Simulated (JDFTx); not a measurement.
The system is Si2W.

```xyz
3
Lattice="-1.6069 1.6069 3.9150 1.6069 -1.6069 3.9150 1.6069 1.6069 -3.9150" Properties=species:S:1:pos:R:3 pbc="T T T"
W     0.0000    0.0000    0.0000
Si    0.0000    0.0000    5.2092
Si    0.0000    0.0000    2.6207
```

Base run:

| Quantity | Value |
| --- | --- |
| Program | JDFTx 1.7.0 (patched build) |
| Functional | PBE |
| Potentials or basis | PseudoDojo-SR-PBE-0.5-standard |
| Cutoff | 1007 eV |
| Density cutoff | 8055 eV |
| k mesh | 12 × 12 × 12 |
| Occupations | fermi-dirac, width 0.05 eV |
| Spin | no spin polarisation |

Its results: band gap on the k mesh none (metal or under the smearing width); pressure 3.3 GPa; largest force 0.078 eV/Å.

Problem. The run is repeated on the same cell with these changes: functional from PBE to PBEsol; potentials or basis from PseudoDojo-SR-PBE-0.5-standard to PseudoDojo-SR-PBEsol-0.4.1-standard with smoothed tails. What comes out?

Solution. Band gap on the k mesh none (metal or under the smearing width); pressure -2.0 GPa; largest force 0.024 eV/Å.

Caveats: the empty levels aren't tightly converged (some runs).

Not every run made on this cell is shown here.
